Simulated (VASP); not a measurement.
**SrO in VASP: one cell, several levels of theory**

What does VASP give for the published phase of SrO, under -5.9 % biaxial strain in x and y, z held, the cell held fixed? Runs: PBE, r2SCAN. The results are then set beside those of Ansatz 0.2.0 for the same cell.

The COD entry's cell or inner coordinates are ideal or old and differ from later refinements, so a difference from it is no clean test against experiment.

The runs shown are made with VASP 6.6.1. PAW datasets, plane waves. Calculated at 0 K for a non-magnetic cell.

### Step 1. The system as given

The cell comes from an earlier relaxation with r2SCAN in another program, then strained, with the atoms relaxed again.

Space group I4/mmm (No. 139), tetragonal; a = 3.433 Å, c = 5.160 Å in the conventional setting, 15.20 Å³ an atom. Near Sr stand 6 O at 2.43–2.58 Å; near O stand 6 Sr at 2.43–2.58 Å.

The structure in full:

```xyz
2
Lattice="0.0000 2.4274 2.5799 2.4274 0.0000 2.5799 2.4274 2.4274 0.0000" Properties=species:S:1:pos:R:3 pbc="T T T"
Sr    2.4274    2.4274    2.5799
O     0.0000    0.0000    0.0000
```

### Step 2. PBE

The input, INCAR:

```
ENCUT = 520.000000
SIGMA = 0.020000
EDIFF = 1.00e-07
GGA = PE
PREC = Accurate
IBRION = -1
ISIF = 2
ISMEAR = -1
NBANDS = 15
NELM = 120
NSW = 0
LASPH = .TRUE.
LCHARG = .FALSE.
LWAVE = .FALSE.
LREAL = .FALSE.
```

The input, KPOINTS:

```
KPOINTS created by Atomic Simulation Environment
0
Gamma
8 8 8
0 0 0
```

The input, KPOINTS_OPT:

```
special points
7
Reciprocal
0.0000000000 0.0000000000 0.0000000000 1
0.5000000000 0.0000000000 0.5000000000 1
0.6250000000 0.2500000000 0.6250000000 1
0.3750000000 0.3750000000 0.7500000000 1
0.5000000000 0.5000000000 0.5000000000 1
0.5000000000 0.2500000000 0.7500000000 1
0.0000000000 0.5000000000 0.5000000000 1
```

The input, POSCAR:

```
Sr O
 1.0000000000000000
     0.0000000000000000    2.4274210572000001    2.5798927167999999
     2.4274210572000001    0.0000000000000000    2.5798927167999999
     2.4274210572000001    2.4274210572000001    0.0000000000000000
 Sr  O
   1   1
Cartesian
  2.4274210572000001  2.4274210572000001  2.5798927167999999
  0.0000000000000000  0.0000000000000000  0.0000000000000000
```

Potentials: the recommended PBE PAW datasets, 16 valence electrons in the neutral cell.

Command:

```
$ mpirun -np 1 vasp_std
```

Standard output, without the iteration lines:

```text
POSCAR found type information on POSCAR SrO
 POSCAR found :  2 types and       2 ions
 LDA part: xc-table for (Slater+PW92), standard interpolation
 POSCAR, INCAR and KPOINTS ok, starting setup
 FFT: planning ... GRIDC
 FFT: planning ... GRID_SOFT
 FFT: planning ... GRID
 WAVECAR not read
 entering main loop
 Start KPOINTS_OPT (optional k-point list driver)
k-point batch [1-7\7]
```

OSZICAR:

```text
N       E                     dE             d eps       ncg     rms          rms(c)
DAV:   1     0.601070895410E+02    0.60107E+02   -0.78762E+03  1770   0.101E+03
DAV:   2    -0.109825687478E+02   -0.71090E+02   -0.65926E+02  2467   0.220E+02
DAV:   3    -0.139904544645E+02   -0.30079E+01   -0.29952E+01  2574   0.383E+01
DAV:   4    -0.140532404662E+02   -0.62786E-01   -0.62779E-01  2193   0.406E+00
DAV:   5    -0.140536192307E+02   -0.37876E-03   -0.37876E-03  2171   0.285E-01    0.212E+01
DAV:   6    -0.118786535072E+02    0.21750E+01   -0.63587E+00  1833   0.208E+01    0.247E+01
DAV:   7    -0.117740069407E+02    0.10465E+00   -0.23613E-01  2247   0.453E+00    0.144E+01
DAV:   8    -0.117615433118E+02    0.12464E-01   -0.10113E-01  2351   0.312E+00    0.104E+00
DAV:   9    -0.117634170827E+02   -0.18738E-02   -0.48808E-03  2421   0.490E-01    0.232E-01
DAV:  10    -0.117639528743E+02   -0.53579E-03   -0.50474E-04  1875   0.193E-01    0.463E-02
DAV:  11    -0.117640409957E+02   -0.88121E-04   -0.87084E-05  1994   0.703E-02    0.307E-02
DAV:  12    -0.117640539692E+02   -0.12974E-04   -0.17349E-05  1882   0.320E-02    0.722E-03
DAV:  13    -0.117640540505E+02   -0.81311E-07   -0.53787E-07  2176   0.664E-03
   1 F= -.11764054E+02 E0= -.11764054E+02  d E =-.231129E-12
       N       E                     dE             ncg
DAV:   1     0.520999774030E+03   -0.43670E+04      210
DAV:   2     0.431971081534E+02   -0.47780E+03      310
DAV:   3     0.251325549510E+02   -0.18065E+02      303
DAV:   4     0.241798761637E+02   -0.95268E+00      240
DAV:   5     0.241705565476E+02   -0.93196E-02      274
DAV:   6     0.241704220733E+02   -0.13447E-03      231
DAV:   7     0.241704183414E+02   -0.37319E-05      259
DAV:   8     0.241704182232E+02   -0.11815E-06      191
DAV:   9     0.241704182207E+02   -0.25284E-08      196
```

The lines after F= are the extra pass for the points of KPOINTS_OPT, at fixed density; their E is not a total energy.

OUTCAR, selected sections:

```text
k-points           NKPTS =     59   k-points in BZ     NKDIM =     59   number of bands    NBANDS=     15

   NELECT =      16.0000    total number of electrons

   dimension x,y,z NGX =    28 NGY =   28 NGZ =   28
   dimension x,y,z NGXF=    56 NGYF=   56 NGZF=   56

  energy-cutoff  :      520.00
  volume of cell :       30.40
      direct lattice vectors                 reciprocal lattice vectors
     0.000000000  2.427421057  2.579892717    -0.205979922  0.205979922  0.193806509
     2.427421057  0.000000000  2.579892717     0.205979922 -0.205979922  0.193806509
     2.427421057  2.427421057  0.000000000     0.205979922  0.205979922 -0.193806509

 k-points in reciprocal lattice and weights: KPOINTS created by Atomic Simulation Env
   0.00000000  0.00000000  0.00000000       0.002
   0.12500000  0.00000000  0.00000000       0.016
   0.25000000  0.00000000  0.00000000       0.016
   0.37500000  0.00000000  0.00000000       0.016
   0.50000000  0.00000000  0.00000000       0.008
   0.12500000  0.12500000  0.00000000       0.004
   0.25000000  0.12500000  0.00000000       0.016
   0.37500000  0.12500000  0.00000000       0.016
[... 51 more k-points ...]

 E-fermi :   2.8690

 k-point     1 :       0.0000    0.0000    0.0000
  band No.  band energies     occupation
      1     -29.7929      2.00000
      2     -13.0046      2.00000
      3     -11.3115      2.00000
      4     -11.2796      2.00000
      5     -11.2796      2.00000
      6       2.0494      2.00000
      7       2.3358      2.00000
      8       2.3358      2.00000
      9       6.9209      0.00000
     10       8.3406      0.00000
     11       8.8694      0.00000
     12       8.8694      0.00000
     13      10.8540      0.00000
     14      11.5585      0.00000
     15      15.5178      0.00000

 k-point     2 :       0.1250    0.0000    0.0000
  band No.  band energies     occupation
      1     -29.7603      2.00000
      2     -13.4010      2.00000
      3     -11.3342      2.00000
      4     -11.2837      2.00000
      5     -10.9582      2.00000
      6       1.6983      2.00000
      7       1.9731      2.00000
      8       2.0710      2.00000
      9       7.6400      0.00000
     10       8.4690      0.00000
     11       8.9593      0.00000
     12       9.1937      0.00000
     13      11.3429      0.00000
     14      12.0707      0.00000
     15      16.6408      0.00000

 k-point     3 :       0.2500    0.0000    0.0000
  band No.  band energies     occupation
      1     -29.6804      2.00000
      2     -14.0825      2.00000
      3     -11.4008      2.00000
      4     -11.2929      2.00000
      5     -10.4440      2.00000
      6       0.8397      2.00000
      7       1.4280      2.00000
      8       1.5073      2.00000
      9       8.5447      0.00000
     10       9.2311      0.00000
     11       9.8964      0.00000
     12      10.0852      0.00000
     13      12.5436      0.00000
     14      13.3169      0.00000
     15      18.9303      0.00000

 k-point     4 :       0.3750    0.0000    0.0000
  band No.  band energies     occupation
      1     -29.5985      2.00000
      2     -14.6127      2.00000
      3     -11.4662      2.00000
      4     -11.3014      2.00000
      5     -10.0800      2.00000
      6       0.1105      2.00000
      7       0.9946      2.00000
      8       1.0199      2.00000
      9       8.9598      0.00000
     10      10.8246      0.00000
     11      11.1587      0.00000
     12      11.2150      0.00000
     13      13.9606      0.00000
     14      14.7659      0.00000
     15      19.1146      0.00000

 k-point     5 :       0.5000    0.0000    0.0000
  band No.  band energies     occupation
      1     -29.5640      2.00000
      2     -14.8089      2.00000
      3     -11.4928      2.00000
      4     -11.3046      2.00000
      5      -9.9522      2.00000
      6      -0.1640      2.00000
      7       0.8319      2.00000
      8       0.8346      2.00000
      9       9.2579      0.00000
     10      11.5816      0.00000
     11      11.7293      0.00000
     12      11.7990      0.00000
     13      14.8442      0.00000
     14      15.6736      0.00000
     15      18.8900      0.00000

 k-point     6 :       0.1250    0.1250    0.0000
  band No.  band energies     occupation
      1     -29.7557      2.00000
      2     -13.3021      2.00000
      3     -11.3449      2.00000
      4     -11.3449      2.00000
      5     -11.0912      2.00000
      6       1.3139      2.00000
      7       2.2930      2.00000
      8       2.2930      2.00000
      9       7.7199      0.00000
     10       7.9414      0.00000
     11       9.5268      0.00000
     12       9.5268      0.00000
     13      11.4849      0.00000
     14      11.7584      0.00000
     15      16.7792      0.00000

 k-point     7 :       0.2500    0.1250    0.0000
  band No.  band energies     occupation
      1     -29.6963      2.00000
      2     -13.7381      2.00000
      3     -11.4192      2.00000
      4     -11.3946      2.00000
      5     -10.8214      2.00000
      6       0.8445      2.00000
      7       1.9148      2.00000
      8       2.0226      2.00000
      9       7.5743      0.00000
     10       9.0971      0.00000
     11      10.2145      0.00000
     12      10.3944      0.00000
     13      12.3574      0.00000
     14      12.4474      0.00000
     15      18.6549      0.00000

 k-point     8 :       0.3750    0.1250    0.0000
  band No.  band energies     occupation
      1     -29.6153      2.00000
      2     -14.2881      2.00000
      3     -11.5450      2.00000
      4     -11.4040      2.00000
      5     -10.4423      2.00000
      6       0.4667      2.00000
      7       1.2814      2.00000
      8       1.4925      2.00000
      9       8.1714      0.00000
     10      10.1676      0.00000
     11      11.4139      0.00000
     12      11.4703      0.00000
     13      13.5239      0.00000
     14      13.8687      0.00000
     15      19.0840      0.00000

 k-point     9 :       0.5000    0.1250    0.0000
  band No.  band energies     occupation
      1     -29.5603      2.00000
      2     -14.6437      2.00000
      3     -11.6552      2.00000
      4     -11.3677      2.00000
      5     -10.1492      2.00000
      6       0.1662      2.00000
      7       0.9873      2.00000
      8       1.0420      2.00000
      9       9.0979      0.00000
     10      10.3852      0.00000
     11      12.0441      0.00000
     12      12.4100      0.00000
     13      14.8680      0.00000
     14      15.3034      0.00000
     15      17.6820      0.00000

 k-point    10 :      -0.3750    0.1250    0.0000
  band No.  band energies     occupation
      1     -29.5651      2.00000
      2     -14.6789      2.00000
      3     -11.6813      2.00000
      4     -11.3064      2.00000
      5     -10.0346      2.00000
      6       0.1043      2.00000
      7       0.8779      2.00000
      8       1.1250      2.00000
      9       9.0655      0.00000
     10      10.4177      0.00000
     11      11.4917      0.00000
     12      11.8831      0.00000
     13      15.2328      0.00000
     14      15.3091      0.00000
     15      18.3650      0.00000

 k-point    11 :      -0.2500    0.1250    0.0000
  band No.  band energies     occupation
      1     -29.6268      2.00000
      2     -14.3933      2.00000
      3     -11.6037      2.00000
      4     -11.2563      2.00000
      5     -10.1556      2.00000
      6       0.4482      2.00000
      7       1.0670      2.00000
      8       1.4988      2.00000
      9       8.4818      0.00000
     10       9.3998      0.00000
     11      10.3675      0.00000
     12      11.1331      0.00000
     13      13.6245      0.00000
     14      14.3804      0.00000
     15      19.7490      0.00000

 k-point    12 :      -0.1250    0.1250    0.0000
  band No.  band energies     occupation
      1     -29.7076      2.00000
      2     -13.8942      2.00000
      3     -11.4605      2.00000
      4     -11.2468      2.00000
      5     -10.5099      2.00000
      6       1.1316      2.00000
      7       1.5416      2.00000
      8       1.8288      2.00000
      9       8.1882      0.00000
     10       8.3437      0.00000
     11       9.4929      0.00000
     12       9.9043      0.00000
     13      12.1454      0.00000
     14      13.1330      0.00000
     15      18.2416      0.00000

[... the tables of k-points 13 to 59 left out ...]

  Total        4.4309494      4.4309494      1.7383144      0.0000000     -0.0000000      0.0000000
  in kB      233.4992565    233.4992565     91.6045484      0.0000000     -0.0000000      0.0000000
  external PRESSURE =     186.2010205 kB  Pullay stress =       0.0000000 kB

 POSITION                                       TOTAL-FORCE (eV/Angst)
 -----------------------------------------------------------------------------------
      2.42742      2.42742      2.57989         0.000000     -0.000000      0.000000
      0.00000      0.00000      0.00000        -0.000000      0.000000     -0.000000
 -----------------------------------------------------------------------------------
    total drift:                                0.000000      0.000000      0.000000

  FREE ENERGIE OF THE ION-ELECTRON SYSTEM (eV)
  ---------------------------------------------------
  free  energy   TOTEN  =       -11.7640540505 eV

  energy  without entropy=      -11.7640540505  energy(sigma->0) =      -11.76405405
```

Hardware: 1 MPI rank of Intel Xeon Platinum 8488C, shared host.

The levels at the points of KPOINTS_OPT are read from vasprun.xml.

Band energies at the special points (eV, zero at the top of v, the last band that the electrons fill by count):

| point | v−1 | v | c | c+1 |
| --- | --- | --- | --- | --- |
| Γ | -0.06 | -0.06 | 4.53 | 5.95 |
| X | -0.19 | 0.00 | 2.95 | 8.46 |
| U | -0.77 | -0.29 | 4.66 | 8.26 |
| K | -0.79 | -0.77 | 4.99 | 8.41 |
| L | -1.56 | -1.56 | 6.86 | 9.19 |
| W | -0.77 | -0.34 | 6.26 | 6.44 |

The PBE gap is 2.95 eV, direct at X. Pressure: 18.62 GPa; the forces vanish within 0.01 eV/Å.

[end of part 1 of 2]
